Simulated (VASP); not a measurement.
Output of a VASP run:

**OSZICAR**
```
...
DAV:   6    -0.650099519102E+02    0.32516E-05   -0.29628E-05 10248   0.714E-02    0.228E-02
DAV:   7    -0.650099540578E+02   -0.21477E-05   -0.67765E-06  9798   0.539E-02    0.114E-02
DAV:   8    -0.650099542550E+02   -0.19716E-06   -0.14848E-06  5800   0.307E-02
   2 F= -.65009954E+02 E0= -.65009895E+02  d E =-.135495E-02  mag=     2.4588
       N       E                     dE             d eps       ncg     rms          rms(c)
DAV:   1    -0.650103857335E+02   -0.43168E-03   -0.20631E-02  8416   0.140E+00    0.153E-01
DAV:   2    -0.650103689223E+02    0.16811E-04   -0.15026E-03  9392   0.126E+00    0.239E-01
DAV:   3    -0.650100695370E+02    0.29939E-03   -0.84924E-04  9676   0.982E-01    0.643E-02
DAV:   4    -0.650100586177E+02    0.10919E-04   -0.11102E-04  9032   0.123E-01    0.319E-02
DAV:   5    -0.650100555786E+02    0.30391E-05   -0.11978E-05 10432   0.860E-02    0.123E-02
DAV:   6    -0.650100550613E+02    0.51730E-06   -0.22957E-06  4984   0.201E-02
   3 F= -.65010055E+02 E0= -.65009987E+02  d E =-.145576E-02  mag=     2.4550
       N       E                     dE             d eps       ncg     rms          rms(c)
DAV:   1    -0.650232169260E+02   -0.13161E-01   -0.30012E-01  8212   0.709E+00    0.816E-01
DAV:   2    -0.650103764441E+02    0.12840E-01   -0.41365E-02  9242   0.379E+00    0.537E-01
DAV:   3    -0.650124620615E+02   -0.20856E-02   -0.15645E-02  9662   0.397E+00    0.772E-01
DAV:   4    -0.650097919164E+02    0.26701E-02   -0.48648E-03  9598   0.233E+00    0.192E-01
DAV:   5    -0.650097820696E+02    0.98468E-05   -0.22579E-04  8392   0.217E-01    0.112E-01
DAV:   6    -0.650097493886E+02    0.32681E-04   -0.71576E-05 11330   0.120E-01    0.267E-02
DAV:   7    -0.650097523367E+02   -0.29481E-05   -0.99595E-06  9170   0.472E-02    0.172E-02
DAV:   8    -0.650097555041E+02   -0.31674E-05   -0.28750E-06  7922   0.248E-02    0.538E-03
DAV:   9    -0.650097565868E+02   -0.10827E-05   -0.77877E-07  4608   0.968E-03    0.291E-03
DAV:  10    -0.650097564780E+02    0.10879E-06   -0.15892E-07  4028   0.971E-03
   4 F= -.65009756E+02 E0= -.65009750E+02  d E =0.298583E-03  mag=     2.4525
       N       E                     dE             d eps       ncg     rms          rms(c)
DAV:   1    -0.650152792765E+02   -0.55227E-02   -0.11271E-01  8242   0.433E+00    0.500E-01
DAV:   2    -0.650104128517E+02    0.48664E-02   -0.14964E-02  9272   0.222E+00    0.313E-01
DAV:   3    -0.650111994645E+02   -0.78661E-03   -0.51125E-03  9696   0.231E+00    0.463E-01
DAV:   4    -0.650102703910E+02    0.92907E-03   -0.17072E-03  9596   0.139E+00    0.115E-01
DAV:   5    -0.650102648290E+02    0.55619E-05   -0.80818E-05  8302   0.127E-01    0.690E-02
DAV:   6    -0.650102568826E+02    0.79465E-05   -0.28320E-05 11716   0.921E-02    0.151E-02
DAV:   7    -0.650102575868E+02   -0.70424E-06   -0.41617E-06  8866   0.394E-02
   5 F= -.65010258E+02 E0= -.65010217E+02  d E =-.202525E-03  mag=     2.4543
       N       E                     dE             d eps       ncg     rms          rms(c)
DAV:   1    -0.650102795424E+02   -0.22660E-04   -0.58281E-04  8260   0.310E-01    0.361E-02
DAV:   2    -0.650102549906E+02    0.24552E-04   -0.81073E-05  9354   0.176E-01    0.251E-02
DAV:   3    -0.650102580209E+02   -0.30303E-05   -0.33881E-05  9662   0.189E-01    0.356E-02
DAV:   4    -0.650102538736E+02    0.41473E-05   -0.97042E-06  9228   0.104E-01    0.861E-03
DAV:   5    -0.650102538036E+02    0.69942E-07   -0.40045E-07  4022   0.830E-03
   6 F= -.65010254E+02 E0= -.65010209E+02  d E =-.198742E-03  mag=     2.4545
```

File OUTCAR:
```
------------------------ aborting loop because EDIFF is reached ----------------------------------------
  FORCE on cell =-STRESS in cart. coord.  units (eV):
  Direction    XX          YY          ZZ          XY          YZ          ZX
  --------------------------------------------------------------------------------------
  Total       -0.0065372     -0.0065372      0.0151012      0.0000000     -0.0000000      0.0000000
  in kB       -0.3912123     -0.3912123      0.9037143      0.0000000     -0.0000000      0.0000000
  external PRESSURE =       0.0404299 kB  Pullay stress =       0.0000000 kB
  volume of cell :       26.77
      direct lattice vectors                 reciprocal lattice vectors
     2.678431574  0.000000000 -0.000000000     0.373352827  0.000000000  0.000000000
    -0.000000000  2.678431574 -0.000000000     0.000000000  0.373352827  0.000000000
    -0.000000000 -0.000000000  3.731889711     0.000000000  0.000000000  0.267960759
 POSITION                                       TOTAL-FORCE (eV/Angst)
 -----------------------------------------------------------------------------------
      0.00000      0.00000     -0.00000         0.000000      0.000000      0.000000
      1.33922      1.33922      1.86594        -0.000000     -0.000000      0.000000
 -----------------------------------------------------------------------------------
    total drift:                               -0.000000      0.000000      0.000000
  FREE ENERGIE OF THE ION-ELECTRON SYSTEM (eV)
  ---------------------------------------------------
  free  energy   TOTEN  =       -65.0102538036 eV

  energy  without entropy=      -65.0101201221  energy(sigma->0) =      -65.01020924

 total charge

# of ion       s       p       d       tot
------------------------------------------
    1        0.429   0.464   7.145   8.037
    2        0.724   0.670   8.071   9.465
--------------------------------------------------
tot          1.152   1.134  15.216  17.502

 magnetization (x)

# of ion       s       p       d       tot
------------------------------------------
    1        0.009  -0.016   2.187   2.180
    2       -0.013  -0.073   0.422   0.336
--------------------------------------------------
tot         -0.004  -0.089   2.609   2.516

 reached required accuracy - stopping structural energy minimisation
```
(Selected blocks of OUTCAR.)

**POSCAR**
```
CoPt
1
    2.6900000000     0.0000000000     0.0000000000
    0.0000000000     2.6900000000     0.0000000000
    0.0000000000     0.0000000000     3.7000000000
Co Pt
1 1
Direct
  0.0000000000   0.0000000000   0.0000000000
  0.5000000000   0.5000000000   0.5000000000
```

Task: Write an INCAR and KPOINTS that could have produced this output.

Result: One answer among several that fit: the input of the run itself, r2SCAN meta-GGA, plane waves, VASP's PBE PAW potentials (set 64).

KPOINTS:
```
kpoints
0
G
  12 12 9
```

### INCAR
```
! general
SYSTEM   =  CoPt
PREC     =  Accurate
ENCUT    =  520   ! plane-wave cut-off (eV)
LREAL    =  F
LASPH    =  T

! electronic loop
EDIFF    =  1E-6   ! SCF stop (eV)
NELM     =  100   ! most electronic steps
ALGO     =  Normal
LMAXMIX  =  6
LMIXTAU  =  T

! smearing
ISMEAR   =  1   ! Methfessel-Paxton
SIGMA    =  0.1

! functional
METAGGA  =  R2SCAN

! spin
ISPIN    =  2   ! spin-polarised
MAGMOM   =  2.0 0.0

! ions
IBRION   =  2
NSW      =  60   ! most ionic steps
ISIF     =  3   ! ions, shape and volume
EDIFFG   =  -0.01   ! ionic stop

! output
LWAVE    =  F
LCHARG   =  F
LORBIT   =  10
```

POTCAR, in this order: Co Pt (PBE.64 set). Program: vasp_std.

The compound is CoPt in the L1_0 structure. This run relaxes it. Symmetry was kept, so distortions that lower it aren't found.
